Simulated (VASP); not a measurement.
# CdSe (F-43m) in VASP: further runs

One crystal, CdSe, is run at these levels: PBE; tasks: single point, relaxation of cell and atoms.

All numbers are computed with VASP 6.6.1; they aren't measurements. Logs are shortened: lines on timing, memory, paths and dates and some standing lists are left out, and cuts for length are marked.

## Step 1: The structure

It takes space group F-43m (No. 216, cubic). The conventional cell has a = 6.141 Å, b = 6.141 Å, c = 6.141 Å, α = 90.00°, β = 90.00°, γ = 90.00°. Cd (site symmetry -43m) is surrounded by 4 Se at 2.66 Å. Se (site symmetry -43m) is surrounded by 4 Cd at 2.66 Å.

Measurements of this composition are mostly on another form, of space group No. 186.

## Step 2: Single point, PBE

Input file INCAR:

```
PREC = Accurate
ENCUT = 520
EDIFF = 1E-6
ISMEAR = 0
SIGMA = 0.1
LREAL = False
LASPH = True
NELM = 100
ALGO = Fast
ISIF = 2
LWAVE = False
LCHARG = False
GGA = PE
NBANDS = 16
```

Input file KPOINTS:

```
Automatic mesh
0
Gamma
  6 6 6
```

Input file POSCAR:

```
CdSe
1.0
    0.0000000000      3.0702711986      3.0702711986
    3.0702711986      0.0000000000      3.0702711986
    3.0702711986      3.0702711986      0.0000000000
Cd Se
1 1
Direct
    0.0000000000      0.0000000000      0.0000000000
    0.7500000000      0.7500000000      0.7500000000
```

Potentials or basis: VASP PAW PBE potentials, release 64 (Cd, Se).

Started as:

```
> cat potpaw_PBE.64/Cd/POTCAR potpaw_PBE.64/Se/POTCAR > POTCAR
> mpirun -np 1 vasp_std > vasp.out
```

OUTCAR:

```text
PREC = Accurate
   ENCUT = 520
   EDIFF = 1E-6
   ISMEAR = 0
   LREAL = False
   LASPH = True
   NELM = 100
   ISIF = 2
   GGA = PE

 ion  position               nearest neighbor table
   1  0.000  0.000  0.000-   2 2.66   2 2.66   2 2.66   2 2.66
   2  0.750  0.750  0.750-   1 2.66   1 2.66   1 2.66   1 2.66

  LATTYP: Found a face centered cubic cell.
 ALAT       =     6.1405423972

  Lattice vectors:

 A1 = (   0.0000000000,   3.0702711986,   3.0702711986)
 A2 = (   3.0702711986,   0.0000000000,   3.0702711986)
 A3 = (   3.0702711986,   3.0702711986,   0.0000000000)

Analysis of symmetry for initial positions (statically):
=====================================================================
 Subroutine PRICEL returns:
 Original cell was already a primitive cell.

 Routine SETGRP: Setting up the symmetry group for a
 face centered cubic supercell.

 Subroutine GETGRP returns: Found 24 space group operations
 (whereof 24 operations were pure point group operations)
 out of a pool of 48 trial point group operations.

The static configuration has the point symmetry T_d .

Analysis of symmetry for dynamics (positions and initial velocities):
=====================================================================
 Subroutine PRICEL returns:
 Original cell was already a primitive cell.

 Routine SETGRP: Setting up the symmetry group for a
 face centered cubic supercell.

 Subroutine GETGRP returns: Found 24 space group operations
 (whereof 24 operations were pure point group operations)
 out of a pool of 48 trial point group operations.

The dynamic configuration has the point symmetry T_d .

 Subroutine INISYM returns: Found 24 space group operations
 (whereof 24 operations are pure point group operations),
 and found     1 'primitive' translations

----------------------------------------------------------------------------------------

                                     Primitive cell

  volume of cell :      57.8842

  direct lattice vectors                    reciprocal lattice vectors
     0.000000000  3.070271199  3.070271199    -0.162852063  0.162852063  0.162852063
     3.070271199  0.000000000  3.070271199     0.162852063 -0.162852063  0.162852063
     3.070271199  3.070271199  0.000000000     0.162852063  0.162852063 -0.162852063

  length of vectors
     4.342019169  4.342019169  4.342019169     0.282068048  0.282068048  0.282068048

  position of ions in fractional coordinates (direct lattice)
     0.000000000  0.000000000  0.000000000
     0.750000000  0.750000000  0.750000000
[... 69 lines left out ...]
   LREAL  =      F    real-space projection
   EDIFFG = 0.1E-04   stopping-criterion for IOM
   NSW    =      0    number of steps for IOM
   IBRION =     -1    ionic relax: 0-MD 1-quasi-New 2-CG
   NFREE  =      0    steps in history (QN), initial steepest desc. (CG)
   ISIF   =      2    stress and relaxation
   ISYM   =      2    0-nonsym 1-usesym 2-fastsym
   POTIM  = 0.5000    time-step for ionic-motion
   TEBEG  =    0.0;   TEEND  =   0.0 temperature during run
   PSTRESS=    0.0 pullay stress
   NELECT =      18.0000    total number of electrons
   NUPDOWN=      -1.0000    fix difference up-down
   EMIN   =  10.00;   EMAX   =-10.00  energy-range for DOS
   EFERMI =   0.00;   METHOD = LEGACY
   ISMEAR =     0;   SIGMA  =   0.10  broadening in eV -4-tet -1-fermi 0-gaus
   EFERMI_NEDOS =   21; number of points for ismear=-14 and -15
   IALGO  =     68    algorithm
   IMIX   =      4    mixing-type and parameters
     AMIX     =   0.40;   BMIX     =  1.00
     AMIX_MAG =   1.60;   BMIX_MAG =  1.00
  volume/ion in A,a.u.               =      28.94       195.31
  Fermi-wavevector in a.u.,A,eV,Ry     =   1.109121  2.095935 16.737199  1.230149
  Thomas-Fermi vector in A             =   2.245657
   LORBIT       =      0    0 simple, 1 ext, 2 COOP (PROOUT), +10 PAW based schemes
   GGA     = PE    functional components
   LHFCALC =     F    Hartree Fock is set to
   AEXX    =    0.0000 exact exchange contribution
   IVDW    =     0    specifies the selected vdW correction
   LEPSILON=     F    determine dielectric tensor
   LRPA    =     F    only Hartree local field effects (RPA)
 non-spin polarized calculation
 RMM-DIIS sequential band-by-band and
 Gauss-broadening in eV      SIGMA  =   0.10
  energy-cutoff  :      520.00
  volume of cell :       57.88
 maximum number of plane-waves:      1588
   NGX = 17   NGY = 17   NGZ = 17

 number of electron      18.0000008 magnetization

 Free energy of the ion-electron system (eV)
  ---------------------------------------------------
  ext. energy  EPLUGINS =         0.00000000
  ---------------------------------------------------
  free energy    TOTEN  =        -5.48654733 eV

  energy without entropy =       -5.48654683  energy(sigma->0) =       -5.48654708

 E-fermi :   1.0059     XC(G=0):  -8.7545

 val. band max:        0.7224840921   @ k =   0.0000   0.0000   0.0000
 cond. band min:       1.2703658489   @ k =   0.0000   0.0000   0.0000
 fundamental gap:      0.5478817568
 Fermi energy:         1.0058847820

 k-point     1 :       0.0000    0.0000    0.0000
  band No.  band energies     occupation
      1     -11.7139      2.00000
      2      -7.1233      2.00000
      3      -7.1233      2.00000
      4      -7.1233      2.00000
      5      -6.7791      2.00000
      6      -6.7791      2.00000
[... 281 lines left out ...]
      3      -6.9330      2.00000
      4      -6.8364      2.00000
      5      -6.7533      2.00000
      6      -6.3569      2.00000
[... 8 lines left out ...]
     15      13.4501      0.00000
     16      13.5636      0.00000

------------------------ aborting loop because EDIFF is reached ----------------------------------------

  FORCE on cell =-STRESS in cart. coord.  units (eV):
  Direction    XX          YY          ZZ          XY          YZ          ZX
  --------------------------------------------------------------------------------------
  -------------------------------------------------------------------------------------
  Total        0.5686454      0.5686454      0.5686454      0.0000000      0.0000000     -0.0000000
  in kB       15.7395363     15.7395363     15.7395363      0.0000000      0.0000000     -0.0000000
  external PRESSURE =      15.7395363 kB  Pullay stress =       0.0000000 kB

 VOLUME and BASIS-vectors are now :
 -----------------------------------------------------------------------------
  energy-cutoff  :      520.00
  volume of cell :       57.88
      direct lattice vectors                 reciprocal lattice vectors
     0.000000000  3.070271199  3.070271199    -0.162852063  0.162852063  0.162852063
     3.070271199  0.000000000  3.070271199     0.162852063 -0.162852063  0.162852063
     3.070271199  3.070271199  0.000000000     0.162852063  0.162852063 -0.162852063

 POSITION                                       TOTAL-FORCE (eV/Angst)
 -----------------------------------------------------------------------------------
      0.00000      0.00000      0.00000        -0.000000      0.000000      0.000000
      4.60541      4.60541      4.60541         0.000000     -0.000000     -0.000000
 -----------------------------------------------------------------------------------
    total drift:                                0.000001      0.000001      0.000000

  FREE ENERGIE OF THE ION-ELECTRON SYSTEM (eV)
  ---------------------------------------------------
  free  energy   TOTEN  =        -5.4865473259 eV

  energy  without entropy=       -5.4865468319  energy(sigma->0) =       -5.48654708
```

stdout:

```text
POSCAR found type information on POSCAR CdSe
 POSCAR found :  2 types and       2 ions
 scaLAPACK will be used
 LDA part: xc-table for (Slater+PW92), standard interpolation
 POSCAR, INCAR and KPOINTS ok, starting setup
 FFT: planning ... GRIDC
 FFT: planning ... GRID_SOFT
 FFT: planning ... GRID
 WAVECAR not read
 entering main loop
```

Wall time 13 s (1 thread of Intel Xeon Platinum 8488C (Sapphire Rapids), shared host); peak memory 0.17 GiB.

What came out:

```
Free energy            : -5.4865 eV
Pressure               : 1.6 GPa
Band gap on the k mesh : 0.55 eV, direct
```

Expect the measured gap to be larger: semilocal functionals such as PBE lack the derivative discontinuity.

## Step 3: Single point, PBE (cell and atoms relaxed tightly for response)

Input file INCAR:

```
PREC = Accurate
ENCUT = 520
EDIFF = 1E-6
ISMEAR = 0
SIGMA = 0.01
LREAL = F
LASPH = T
NELM = 100
ALGO = Fast
ISIF = 2
LWAVE = F
LCHARG = F
GGA = PE
NBANDS = 16
```

Input file KPOINTS:

```
Automatic mesh
0
Gamma
  10 10 10
```

Input file POSCAR:

```
CdSe
1.0
    0.0000000000      3.0978510447      3.0978510447
    3.0978510447      0.0000000000      3.0978510447
    3.0978510447      3.0978510447      0.0000000000
Cd Se
1 1
Direct
    0.0000000000      0.0000000000      0.0000000000
    0.7500000000      0.7500000000      0.7500000000
```

Potentials or basis: VASP PAW PBE potentials, release 64 (Cd, Se).

Started as:

```
> cat potpaw_PBE.64/Cd/POTCAR potpaw_PBE.64/Se/POTCAR > POTCAR
> mpirun -np 1 vasp_std > vasp.out
```

OUTCAR:

```text
PREC = Accurate
   ENCUT = 520
   EDIFF = 1E-6
   ISMEAR = 0
   LREAL = F
   LASPH = T
   NELM = 100
   ISIF = 2
   GGA = PE

 ion  position               nearest neighbor table
   1  0.000  0.000  0.000-   2 2.68   2 2.68   2 2.68   2 2.68
   2  0.750  0.750  0.750-   1 2.68   1 2.68   1 2.68   1 2.68

  LATTYP: Found a face centered cubic cell.
 ALAT       =     6.1957020894

  Lattice vectors:

 A1 = (   0.0000000000,   3.0978510447,   3.0978510447)
 A2 = (   3.0978510447,   0.0000000000,   3.0978510447)
 A3 = (   3.0978510447,   3.0978510447,   0.0000000000)

Analysis of symmetry for initial positions (statically):
=====================================================================
 Subroutine PRICEL returns:
 Original cell was already a primitive cell.

 Routine SETGRP: Setting up the symmetry group for a
 face centered cubic supercell.

 Subroutine GETGRP returns: Found 24 space group operations
 (whereof 24 operations were pure point group operations)
 out of a pool of 48 trial point group operations.

[... 158 lines left out ...]
  ext. energy  EPLUGINS =         0.00000000
  ---------------------------------------------------
  free energy    TOTEN  =        -5.49987467 eV

  energy without entropy =       -5.49987467  energy(sigma->0) =       -5.49987467

 E-fermi :   0.6350     XC(G=0):  -8.6359

 val. band max:        0.5168695226   @ k =   0.0000   0.0000   0.0000
 cond. band min:       1.0109463882   @ k =   0.0000   0.0000   0.0000
 fundamental gap:      0.4940768656
 Fermi energy:         0.6349958708

 k-point     1 :       0.0000    0.0000    0.0000
  band No.  band energies     occupation
      1     -11.7813      2.00000
      2      -7.2462      2.00000
      3      -7.2462      2.00000
      4      -7.2462      2.00000
      5      -6.9284      2.00000
      6      -6.9284      2.00000
[... 433 lines left out ...]
      3      -7.0807      2.00000
      4      -7.0347      2.00000
      5      -6.8907      2.00000
      6      -6.7763      2.00000
[... 8 lines left out ...]
     15      12.5923      0.00000
     16      13.8759      0.00000

 [... further k-points ...]
[... 5 lines left out ...]
  --------------------------------------------------------------------------------------
  -------------------------------------------------------------------------------------
  Total        0.0938056      0.0938056      0.0938056      0.0000000      0.0000000      0.0000000
  in kB        2.5277132      2.5277132      2.5277132      0.0000000      0.0000000      0.0000000
  external PRESSURE =       2.5277132 kB  Pullay stress =       0.0000000 kB

 VOLUME and BASIS-vectors are now :
 -----------------------------------------------------------------------------
  energy-cutoff  :      520.00
  volume of cell :       59.46
      direct lattice vectors                 reciprocal lattice vectors
     0.000000000  3.097851045  3.097851045    -0.161402208  0.161402208  0.161402208
     3.097851045  0.000000000  3.097851045     0.161402208 -0.161402208  0.161402208
     3.097851045  3.097851045  0.000000000     0.161402208  0.161402208 -0.161402208

 POSITION                                       TOTAL-FORCE (eV/Angst)
 -----------------------------------------------------------------------------------
      0.00000      0.00000      0.00000        -0.000000     -0.000000      0.000000
      4.64678      4.64678      4.64678         0.000000      0.000000     -0.000000
 -----------------------------------------------------------------------------------
    total drift:                                0.000000      0.000000      0.000000

  FREE ENERGIE OF THE ION-ELECTRON SYSTEM (eV)
  ---------------------------------------------------
  free  energy   TOTEN  =        -5.4998746716 eV

  energy  without entropy=       -5.4998746716  energy(sigma->0) =       -5.49987467
```

OSZICAR:

```text
N       E                     dE             d eps       ncg     rms          rms(c)
DAV:   1     0.108754208147E+03    0.10875E+03   -0.87198E+03  1512   0.100E+03
DAV:   2    -0.158747066056E+01   -0.11034E+03   -0.10448E+03  1800   0.248E+02
DAV:   3    -0.586519810097E+01   -0.42777E+01   -0.42696E+01  1888   0.510E+01
DAV:   4    -0.588385677355E+01   -0.18659E-01   -0.18658E-01  1808   0.335E+00
DAV:   5    -0.588397505718E+01   -0.11828E-03   -0.11828E-03  1952   0.235E-01    0.553E+00
RMM:   6    -0.552170437934E+01    0.36227E+00   -0.47382E-01  1515   0.427E+00    0.447E+00
RMM:   7    -0.549968851064E+01    0.22016E-01   -0.10222E-01  1560   0.170E+00    0.182E+00
RMM:   8    -0.549943121100E+01    0.25730E-03   -0.49172E-03  1666   0.703E-01    0.437E-01
RMM:   9    -0.549977669604E+01   -0.34549E-03   -0.12676E-03  1652   0.289E-01    0.105E-01
RMM:  10    -0.549985994007E+01   -0.83244E-04   -0.11743E-04  1706   0.867E-02    0.734E-02
RMM:  11    -0.549987340453E+01   -0.13464E-04   -0.39028E-05  1701   0.607E-02    0.530E-03
RMM:  12    -0.549987461143E+01   -0.12069E-05   -0.42511E-06  1509   0.156E-02    0.573E-03
RMM:  13    -0.549987467156E+01   -0.60132E-07   -0.79429E-07  1255   0.782E-03
   1 F= -.54998747E+01 E0= -.54998747E+01  d E =-.424390E-65
```

stdout:

```text
POSCAR found type information on POSCAR CdSe
 POSCAR found :  2 types and       2 ions
 scaLAPACK will be used
 LDA part: xc-table for (Slater+PW92), standard interpolation
 POSCAR, INCAR and KPOINTS ok, starting setup
 FFT: planning ... GRIDC
 FFT: planning ... GRID_SOFT
 FFT: planning ... GRID
 WAVECAR not read
 entering main loop
```

Run time: 30 s. Hardware: 1 thread of Intel Xeon Platinum 8488C (Sapphire Rapids), shared host; peak memory 0.22 GiB.

What came out:

```
Free energy            : -5.4999 eV
Pressure               : 0.3 GPa
Band gap on the k mesh : 0.49 eV, direct
```

Levels at points of the mesh, in eV from the valence-band top:
```tsv
k point	band 5	band 6	band 7	band 8	band 9	band 10	band 11	band 12	band 13	band 14
(0.00, 0.00, 0.00)	-7.45	-7.45	0.00	0.00	0.00	0.49	5.93	5.93	5.93	9.56
(0.50, 0.00, 0.00)	-7.43	-7.19	-4.08	-0.67	-0.67	2.32	6.43	6.43	7.26	9.89
(0.50, 0.50, 0.00)	-7.40	-7.13	-3.83	-1.67	-1.67	3.24	3.69	8.86	9.89	9.89
```

## Step 4: Relaxation of cell and atoms, PBE (cell and atoms relaxed tightly for response)

Input file INCAR:

```
SYSTEM = CdSe
PREC     = Accurate       ! precision mode
ENCUT    = 600            ! plane-wave cutoff, eV
EDIFF    = 1E-6           ! SCF threshold, eV
ISMEAR   = 0              ! smearing method
SIGMA    = 0.01           ! smearing width, eV
LREAL    = .False.        ! projectors in reciprocal space
LASPH    = .True.         ! aspherical terms in the spheres
NELM     = 100            ! most SCF steps
ALGO     = Normal         ! electronic algorithm
ISIF     = 3              ! what is computed and relaxed
LWAVE    = .False.        ! write WAVECAR
LCHARG   = .False.        ! write CHGCAR
GGA      = PE             ! functional
IBRION   = 2              ! ionic algorithm
NSW      = 80             ! ionic steps
EDIFFG   = -0.001         ! ionic threshold
```

Input file KPOINTS:

```
regular mesh
0
Gamma
  10 10 10
  0 0 0
```

Input file POSCAR:

```
CdSe
1.0
    0.0000000000      3.0984146619      3.0984146619
    3.0984146619      0.0000000000      3.0984146619
    3.0984146619      3.0984146619      0.0000000000
Cd Se
1 1
Direct
    0.0000000000      0.0000000000      0.0000000000
    0.7500000000      0.7500000000      0.7500000000
```

Started as:

```
> cat potpaw_PBE.64/Cd/POTCAR potpaw_PBE.64/Se/POTCAR > POTCAR
> mpirun -np 1 vasp_std > vasp.out
```

Run time: 79 s. Hardware: 1 thread of Intel Xeon Platinum 8488C (Sapphire Rapids), shared host; peak memory 0.24 GiB.

The run converged. Its results:

```
Free energy                            : -5.4998 eV
Relaxed volume                         : 29.87 Å³/atom
Relaxed cell                           : a = 4.388 Å, b = 4.388 Å, c = 4.388 Å, α = 60.00°, β = 60.00°, γ = 60.00°
Space group after relaxing (to 0.05 Å) : F-43m (No. 216)
Energy gained by relaxing              : 0.1 meV/atom
Ionic steps                            : 9
Pressure after relaxing                : 0.0 GPa
Band gap on the k mesh                 : 0.48 eV, direct
```

The path:
| step | energy change (eV) | largest force (eV/Å) | pressure (GPa) | volume (Å³) |
| --- | --- | --- | --- | --- |
| 1 | 0.0000 | 0.0000 | 0.19 | 59.49 |
| 2 | -0.0001 | 0.0000 | -0.03 | 59.80 |
| 3 | -0.0001 | 0.0000 | -0.02 | 59.74 |
| 4 | -0.0001 | 0.0000 | 0.01 | 59.72 |
| 5 | -0.0001 | 0.0000 | 0.01 | 59.73 |
| 6 | -0.0001 | 0.0000 | 0.01 | 59.74 |
| 7 | -0.0001 | 0.0000 | 0.01 | 59.74 |
| 8 | -0.0001 | 0.0000 | 0.01 | 59.74 |
| 9 | -0.0001 | 0.0000 | 0.00 | 59.74 |

Final structure:
```cif
data_structure
_symmetry_space_group_name_H-M 'P 1'
_symmetry_Int_Tables_number 1
_cell_length_a 4.3879
_cell_length_b 4.3879
_cell_length_c 4.3879
_cell_angle_alpha 60.000
_cell_angle_beta 60.000
_cell_angle_gamma 60.000
_cell_volume 59.74
loop_
_atom_site_label
_atom_site_type_symbol
_atom_site_fract_x
_atom_site_fract_y
_atom_site_fract_z
_atom_site_occupancy
Cd1 Cd 0.00000 0.00000 0.00000 1
Se1 Se 0.75000 0.75000 0.75000 1
```

Levels at points of the mesh, in eV from the valence-band top:
| k point | band 7 | band 8 | band 9 | band 10 | band 11 | band 12 |
| --- | --- | --- | --- | --- | --- | --- |
| (0.00, 0.00, 0.00) | 0.00 | 0.00 | 0.00 | 0.48 | 5.93 | 5.93 |
| (0.50, 0.00, 0.00) | -4.05 | -0.67 | -0.67 | 2.31 | 6.42 | 6.42 |
| (0.50, 0.50, 0.00) | -3.81 | -1.66 | -1.66 | 3.25 | 3.69 | 8.84 |

## Step 5: Summary

```tsv
task	cell	k mesh	cutoff (eV)	smearing	gap on the mesh (eV)	pressure (GPa)
single point	as given	6 × 6 × 6	520	gaussian 0.1 eV	0.55	1.6
single point	cell and atoms relaxed tightly for response	10 × 10 × 10	520	gaussian 0.01 eV	0.49	0.3
relaxation of cell and atoms	relaxed from: cell and atoms relaxed tightly for response	10 × 10 × 10	600	gaussian 0.01 eV	0.48	0.0
```

Alike in all rows: level PBE; potentials or basis VASP PAW PBE potentials, release 64 (Cd, Se); no spin polarisation.

Total energies depend on the potentials used, so only differences within one code and one set of settings carry meaning.
